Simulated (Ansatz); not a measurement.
## Quasi-harmonic thermodynamics of BeTe (F-43m)

Aim: the lattice, expansion, heat capacity and bulk modulus of BeTe as it warms.

Experimental results on record:
- bulk modulus 67 GPa near room temperature (given in “High-Throughput Prediction of Finite-Temperature Properties using the Quasi-Harmonic Approximation”, 2016, arXiv:1603.06924)

Method: DFT RPBE, scalar-relativistic, plane waves, PAW, in Ansatz 0.2.0.

Most raw output is cut from this account.

The database entry behind the starting cell differs from later determinations by our own check (an axis about 1.5 % short against later determinations), so it need not match the best structure at ambient conditions.

**1. The starting structure**

Symmetry: F-43m, No. 216, cubic system. The conventional cell has a = 5.540 Å, b = 5.540 Å, c = 5.540 Å, α = 90.00°, β = 90.00°, γ = 90.00°. Nearest to Be lie 4 Te at 2.40 Å. Nearest to Te lie 4 Be at 2.40 Å. Farther neighbours and most contacts between anions are not listed.

**2. A first coarse run**

A cheap single point shows whether the cell is a metal or an insulator and how far it is from rest; that sets the k-mesh and the occupations of what follows.

input.yaml

```yaml
crystal:
  lattice:
    - [0.0, 2.77, 2.77]
    - [2.77, 0.0, 2.77]
    - [2.77, 2.77, 0.0]
  atoms:
    - { symbol: Be, position: [0.0, 0.0, 0.0] }
    - { symbol: Te, position: [0.25, 0.25, 0.25] }
kpoints:
  mp_grid: { grid: [6, 6, 6] }
hamiltonian:
  xc: rpbe
scf:
  occupations: { method: gaussian, width: 0.1 }
output:
  forces: true
  stress: true
  eigenvalues: true
```

On the command line:

```sh
$ ansatz run input.yaml --threads 4 --pin off --max-ram 8192MiB --backend cpu --events-out ev --progress --plain --runs-dir out
```

It took 0.45 s on 4 threads of Intel Xeon Platinum 8488C (Sapphire Rapids), shared host; peak memory 0.36 GiB.

This step gave:

```
pressure          : 6.030 GPa
gap on the k-mesh : 1.950 eV
volume per atom   : 21.25 Å³
```

The start is under 6.0 GPa at this level and looks like an insulator or semiconductor on this mesh.

**3. Relaxation**

Phonons are second derivatives about a minimum, so cell and atoms are relaxed first, inside the symmetry of the start.

input.yaml, the sections that differ from step 2:

```yaml
kpoints:
  mp_grid: { grid: [8, 8, 8] }
scf:
  occupations: { method: gaussian, width: 0.02 }
output:
  forces: true
  stress: true
  eigenvalues: true
  write_density: true
  write_potential: true
  elf: true
  volumetric_format: npy
relax:
  adjacent_minimum: "off"
  f_tol: 0.005
  max_steps: 80
  cell: { stress_tol: 0.05 }
# crystal, hamiltonian: as in step 2
```

The job ended after 3.2 s (4 threads; peak memory 0.41 GiB).

Step by step:

| step | energy less that of the first step (eV) | largest force component (eV/Å) | pressure (GPa) | volume (Å³) |
| --- | --- | --- | --- | --- |
| 1 | 0.0000 | 0.0000 | 5.98 | 42.51 |
| 2 | -0.0668 | 0.0000 | -1.26 | 47.89 |
| 3 | -0.0716 | 0.0000 | -0.17 | 46.86 |
| 4 | -0.0717 | 0.0000 | 0.01 | 46.69 |
| 5* | -0.0724 | 0.0000 | 0.01 | 46.69 |

Relaxation steps marked * repeat the geometry before them on a plane-wave basis chosen anew for their cell, so energy and pressure can jump there.

The run keeps the 24 symmetry operations that it works with, so distortions that break them were not tested.

```csv
"conventional cell, symmetrised",before,after,change
a (Å),5.540,5.716,+3.2 %
b (Å),5.540,5.716,+3.2 %
c (Å),5.540,5.716,+3.2 %
volume (Å³/atom),21.25,23.35,+9.8 %
```

Final coordinates:

```xyz
2
Lattice="0.0000 2.8581 2.8581 2.8581 0.0000 2.8581 2.8581 2.8581 0.0000" Properties=species:S:1:pos:R:3 pbc="T T T"
Be    0.0000    0.0000    0.0000
Te    1.4291    1.4291    1.4291
```

This step gave:

| Property | Result |
| --- | --- |
| pressure | 0.01198 GPa |
| gap on the k-mesh | 2.193 eV |
| volume per atom | 23.35 Å³ |

ELF in the ac plane of a cell with a along [110], b along [-110] and c along [001] of the cube at fractional y = 0.000, with atoms of Be and Te within 0.2 Å of it. It is the smooth field of the valence electrons, not physical close to the nuclei.

Values, 9 rows by 16 columns, each cell a mean:
```
0.16 0.71 0.79 0.59 0.55 0.72 0.81 0.32 0.16 0.71 0.79 0.59 0.55 0.72 0.81 0.32
0.44 0.78 0.57 0.20 0.13 0.44 0.76 0.57 0.44 0.78 0.57 0.20 0.13 0.44 0.76 0.57
0.22 0.58 0.47 0.13 0.07 0.36 0.59 0.34 0.22 0.58 0.47 0.13 0.07 0.36 0.59 0.34
0.06 0.33 0.54 0.48 0.46 0.53 0.44 0.11 0.06 0.33 0.54 0.48 0.46 0.53 0.44 0.11
0.02 0.07 0.26 0.46 0.49 0.34 0.11 0.02 0.02 0.07 0.26 0.46 0.49 0.34 0.11 0.02
0.05 0.04 0.03 0.06 0.07 0.04 0.03 0.05 0.05 0.04 0.03 0.06 0.07 0.04 0.03 0.05
0.21 0.13 0.04 0.01 0.01 0.03 0.10 0.19 0.21 0.13 0.04 0.01 0.01 0.03 0.10 0.19
0.32 0.24 0.12 0.05 0.04 0.08 0.20 0.30 0.32 0.24 0.12 0.05 0.04 0.08 0.20 0.30
0.04 0.24 0.43 0.42 0.41 0.44 0.34 0.07 0.04 0.24 0.43 0.42 0.41 0.44 0.34 0.07
```
Columns run along a (8.1 Å), rows up along c (5.7 Å), edges of the conventional cell, whose origin can differ from the input's. Atoms in or near the plane, at fractional coordinates: Be at (0.50, 0.00), Be at (0.00, 0.00), Te at (0.75, 0.75), Te at (0.25, 0.75).

Electrostatic potential energy in the ac plane of a cell with a along [110], b along [-110] and c along [001] of the cube at fractional y = 0.000, with atoms of Be and Te within 0.2 Å of it. With pseudopotentials it is smooth inside the atoms' cores, unlike the true potential.

Ten even steps from '_' (-24 eV) to '@' (36 eV), each cell a mean:
```
__..================______::==============::__
::--====::::::::====--::::====--::::::--====::
======::--####--::==========--::**%%**::--====
++++==::**@@@@**::==++++++++----@@@@@@----++++
++++==::++@@@@++::==++++++++----%%@@%%----++++
++++==--::====::--++++++++++==::--++--::==++++
++++++==--::::--==++++++++++++==--::--==++++++
++++++++++====++++++++++++++++++++==++++++++++
++++++++++++++++++++++++++++++++++++++++++++++
++++++++++++++++++++++++++++++++++++++++++++++
++++++++++++++++++++++++++++++++++++++++++++++
++++++++++++++++++++++++++++++++++++++++++++++
++++++++++++++++++++++++++++++++++++++++++++++
--==++++++++++++++++==--====++++++++++++++====
__::==++++++++++++==::__..--++++++++++++==--..
____--++++++++++++--______::==++++++++++==::__
```
Columns run along a (8.1 Å; values clipped at the 3rd and 97th percentile), rows up along c (5.7 Å), edges of the conventional cell, whose origin can differ from the input's. Atoms in or near the plane, at fractional coordinates: Be at (0.50, 0.00), Be at (0.00, 0.00), Te at (0.75, 0.75), Te at (0.25, 0.75).

Valence density in the ac plane of a cell with a along [110], b along [-110] and c along [001] of the cube at fractional y = 0.000, with atoms of Be and Te within 0.2 Å of it. It is the smooth field of the valence electrons, not physical close to the nuclei.

Values in e/Å³, 9 rows by 16 columns, each cell a mean:
```
 0  0  0  1  1  0  0  0  0  0  0  1  1  0  0  0
 0  0  1  6  8  2  0  0  0  0  1  6  8  2  0  0
 0  0  1  8 11  2  0  0  0  0  1  8 11  2  0  0
 0  0  0  1  1  0  0  0  0  0  0  1  1  0  0  0
 0  0  0  0  0  0  0  0  0  0  0  0  0  0  0  0
 0  0  0  0  0  0  0  0  0  0  0  0  0  0  0  0
 0  0  0  0  0  0  0  0  0  0  0  0  0  0  0  0
 0  0  0  0  0  0  0  0  0  0  0  0  0  0  0  0
 0  0  0  0  0  0  0  0  0  0  0  0  0  0  0  0
```
Columns run along a (8.1 Å), rows up along c (5.7 Å), edges of the conventional cell, whose origin can differ from the input's. Atoms in or near the plane, at fractional coordinates: Be at (0.50, 0.00), Be at (0.00, 0.00), Te at (0.75, 0.75), Te at (0.25, 0.75).

The relaxation ends with a pressure of 0.01 GPa.

**4. A second relaxation**

The relaxation is run once more from where the first one ended, as the script does after a large change of volume or of the gap, with mesh and occupations reviewed.

input.yaml, the sections that differ from step 3:

```yaml
crystal:
  lattice:
    - [0.0, 2.8581015414, 2.8581015414]
    - [2.8581015414, 0.0, 2.8581015414]
    - [2.8581015414, 2.8581015414, 0.0]
  atoms:
    - { symbol: Be, position: [0.0, 0.0, 0.0] }
    - { symbol: Te, position: [0.25, 0.25, 0.25] }
output:
  forces: true
  stress: true
  eigenvalues: true
# kpoints, hamiltonian, scf, relax: as in step 3
```

Elapsed: 1.2 s, on 4 threads; peak memory 0.38 GiB.

Little changed from the start: no atom moved by 0.005 Å and no cell edge by 0.1 %.

This step gave:

| Property | Result |
| --- | --- |
| pressure | 0.01200 GPa |

**5. Relaxing to small residual forces and stress**

The relaxation is repeated with tighter thresholds on force and stress, since phonons are sensitive to what is left; a change of mesh or smearing in the input moves the cell too.

input.yaml, the sections that differ from step 4:

```yaml
scf:
  occupations: { method: fixed }
relax:
  adjacent_minimum: "off"
  f_tol: 0.001
  max_steps: 60
  cell: { stress_tol: 0.01 }
# crystal, kpoints, hamiltonian, output: as in step 4
```

The job ended after 1.7 s (4 threads; peak memory 0.41 GiB; 5.4 s of CPU time).

Little changed from the start: no atom moved by 0.005 Å and no cell edge by 0.1 %.

Numbers from this step:

```
pressure : -0.004752 GPa
```

The residual pressure is -0.0048 GPa, small enough for phonons.

**6. Phonons on strained cells**

Thermal expansion follows from how the free energy of the vibrations (and of the electrons in a metal) changes with strain, so the program makes strained cells, their phonons and a fit in one run.

input.yaml, the sections that differ from step 5:

```yaml
crystal:
  lattice:
    - [0.0, 2.8584041282, 2.8584041282]
    - [2.8584041282, 0.0, 2.8584041282]
    - [2.8584041282, 2.8584041282, 0.0]
  atoms:
    - { symbol: Be, position: [0.0, 0.0, 0.0] }
    - { symbol: Te, position: [0.25, 0.25, 0.25] }
output:
  eigenvalues: true
phonons:
  method: dfpt
  qmesh: [4, 4, 4]
  temperatures: { t_max: 800.0, t_step: 50 }
  thermal_expansion: {}
# kpoints, hamiltonian, scf: as in step 5
# relax: removed
```

Run time: 5.9 min. Hardware: 4 threads; peak memory 1.3 GiB; 22 min of CPU time.

This step gave:

| Item | Value |
| --- | --- |
| pressure | -0.005763 GPa |
| volume expansion coefficient at 298 K | 28.00 1e-6/K |
| C_P at 298 K | 21.23 J/mol-atom/K |
| entropy at 298 K | 27.35 J/mol-atom/K |
| isothermal bulk modulus at 298 K | 50.11 GPa |
| Grüneisen parameter at 298 K | 0.9489 |
| volume at 298 K | 23.66 Å³/atom |
| principal linear expansion coefficients at 298 K | 9.334, 9.334, 9.334 1e-6/K |

Strained cells of the study; zero-point energy where phonons were solved; the pressures are stresses at a fixed cutoff and can carry an offset from the finite basis. Expansion cells, by row:

| cell | \|a\| (Å) | \|b\| (Å) | \|c\| (Å) | V (Å³/atom) | E - E_lowest (meV/atom) | pressure, compression positive (GPa) | gap (eV) | zero-point energy (meV/atom) |
| --- | --- | --- | --- | --- | --- | --- | --- | --- |
| 1 | 4.042 | 4.042 | 4.042 | 23.35 | 0 | -0.012 | 2.193 | - |
| 2 | 4.075 | 4.075 | 4.075 | 23.92 | 2.176 | -1.21 | 2.249 | - |
| 3 | 4.01 | 4.01 | 4.01 | 22.8 | 2.206 | 1.308 | 2.135 | - |
| 4 | 4.043 | 4.043 | 4.043 | 23.36 | 0 | -0.016 | 2.193 | 50.06 |
| 5 | 4.063 | 4.063 | 4.063 | 23.71 | 0.871 | -0.78 | 2.229 | 49.07 |
| 6 | 4.079 | 4.079 | 4.079 | 24 | 2.817 | -1.369 | 2.257 | 48.28 |
| 7 | 4.098 | 4.098 | 4.098 | 24.33 | 6.254 | -1.991 | 2.287 | 47.4 |
| 8 | 4.002 | 4.002 | 4.002 | 22.67 | 3.46 | 1.655 | 2.12 | - |
| 9 | 4.022 | 4.022 | 4.022 | 23.01 | 0.844 | 0.795 | 2.157 | - |
| 10 | 4.126 | 4.126 | 4.126 | 24.83 | 13.84 | -2.859 | 2.332 | - |

Quasi-harmonic; a, b, c are the run's own cell vectors. Expansion, by row:

```csv
T (K),a (Å),b (Å),c (Å),alpha (deg),beta (deg),gamma (deg),cell volume (Å³/cell),alpha_a (1e-6/K),alpha_b (1e-6/K),alpha_c (1e-6/K),alpha_V (1e-6/K),C_P (J/mol-atom/K),C_V (J/mol-atom/K),S (J/mol-atom/K),B_T (GPa),B_S (GPa),Grueneisen,extrapolation,fit error (1e-6/K)
0,4.054,4.054,4.054,60,60,60,47.11,0,0,0,0,0,0,0,51.5,51.5,-,0,0
50,4.054,4.054,4.054,60,60,60,47.11,1.24,1.24,1.24,3.72,6.392,6.392,3.258,51.47,51.48,0.425,0,0
100,4.054,4.054,4.054,60,60,60,47.13,3.06,3.06,3.06,9.17,11.38,11.37,9.404,51.35,51.37,0.587,0,0
150,4.055,4.055,4.055,60,60,60,47.16,5.24,5.24,5.24,15.71,15.08,15.05,14.74,51.12,51.21,0.758,0,0
200,4.057,4.057,4.057,60,60,60,47.2,7.09,7.09,7.09,21.27,17.94,17.87,19.49,50.81,51,0.859,0,0.01
250,4.058,4.058,4.058,60,60,60,47.26,8.42,8.42,8.42,25.27,19.92,19.8,23.72,50.46,50.76,0.916,0,0.01
298.1,4.06,4.06,4.06,60,60,60,47.32,9.33,9.33,9.33,28,21.23,21.07,27.35,50.11,50.5,0.949,0,0.01
300,4.06,4.06,4.06,60,60,60,47.32,9.36,9.36,9.36,28.09,21.27,21.11,27.48,50.09,50.49,0.95,0,0.01
350,4.062,4.062,4.062,60,60,60,47.39,10.05,10.05,10.05,30.14,22.22,22,30.84,49.71,50.22,0.972,0,0.01
400,4.064,4.064,4.064,60,60,60,47.46,10.56,10.56,10.56,31.69,22.91,22.62,33.85,49.32,49.93,0.987,0,0.01
450,4.066,4.066,4.066,60,60,60,47.54,10.97,10.97,10.97,32.91,23.42,23.08,36.58,48.92,49.64,0.999,0,0.01
500,4.068,4.068,4.068,60,60,60,47.62,11.31,11.31,11.31,33.92,23.81,23.41,39.07,48.51,49.34,1.008,0,0.01
550,4.071,4.071,4.071,60,60,60,47.7,11.59,11.59,11.59,34.77,24.13,23.67,41.35,48.1,49.04,1.015,0,0.01
600,4.073,4.073,4.073,60,60,60,47.78,11.84,11.84,11.84,35.52,24.39,23.87,43.46,47.69,48.73,1.021,0,0.01
650,4.076,4.076,4.076,60,60,60,47.87,12.07,12.07,12.07,36.2,24.61,24.02,45.42,47.27,48.41,1.027,0,0.01
700,4.078,4.078,4.078,60,60,60,47.96,12.28,12.28,12.28,36.83,24.79,24.15,47.25,46.85,48.1,1.032,0,0.02
750,4.081,4.081,4.081,60,60,60,48.05,12.48,12.48,12.48,37.43,24.96,24.25,48.97,46.43,47.78,1.037,0,0.02
800,4.083,4.083,4.083,60,60,60,48.14,12.66,12.66,12.66,37.99,25.11,24.34,50.59,46,47.46,1.041,0,0.03
```

Table of expansion coefficient by temperature; values in 1e-6/K:

```csv
temperature (K),volume,principal 1
0,0,0
50,3.72,1.24
100,9.17,3.06
150,15.7,5.24
200,21.3,7.09
250,25.3,8.42
298,28,9.33
300,28.1,9.36
350,30.1,10.1
400,31.7,10.6
450,32.9,11.0
500,33.9,11.3
550,34.8,11.6
600,35.5,11.8
650,36.2,12.1
700,36.8,12.3
750,37.4,12.5
800,38.0,12.7
```

At 298 K the volume expansion is 28.0 × 10⁻⁶/K and B_T is 50.1 GPa. The program raised the cutoff to 487.2 eV by itself: with no cutoff typed, the study takes about 1.16 times the default for its relaxations and scales it with the volume for the phonons.

**7. Summary of results**

| Quantity | Value |
| --- | --- |
| settings of these figures | RPBE, 487.2 eV, k 8×8×8, q 4×4×4 |
| volume expansion coefficient at 298 K | 28.00 1e-6/K |
| C_P at 298 K | 21.23 J/mol-atom/K |
| entropy at 298 K | 27.35 J/mol-atom/K |
| isothermal bulk modulus at 298 K | 50.11 GPa |
| Grüneisen parameter at 298 K | 0.9489 |
| volume at 298 K | 23.66 Å³/atom |
| principal linear expansion coefficients at 298 K | 9.334, 9.334, 9.334 1e-6/K |

In words: Near room temperature BeTe expands by 28.0 × 10⁻⁶/K in volume by RPBE, with C_P = 21.2 J/(mol K) per mole of atoms and B_T = 50.1 GPa. C_P at room temperature is 85 % of the classical 3R an atom, so the stiffest modes are still partly frozen out. A measured bulk modulus near room temperature is 67 GPa (arXiv:1603.06924); the calculated 50.1 GPa differs by -25 %. The table does not say whether its value is isothermal or adiabatic. The interpolation has no quadrupole term, so branches near the zone centre are less sure, since this crystal has sites that are not centres of inversion. The PAW files were made for PBE and are used here under another functional, for which the program regenerates the frozen cores. The cell of these runs is 10 % larger in volume than the database cell; frequencies and all that rests on them shift with it.

[Logs are printed without paths, hosts, clocks, repeated set-up lines and the standing remarks that a program may print on its own settings, such as how far it seeks lower states.]

[Hosts, paths, dates, database ids (printed as entryN), source tags and the programs' standing remarks are cut or masked in the printed files.]

[A step with changed settings may run another functional than the one named; its input shows which.]
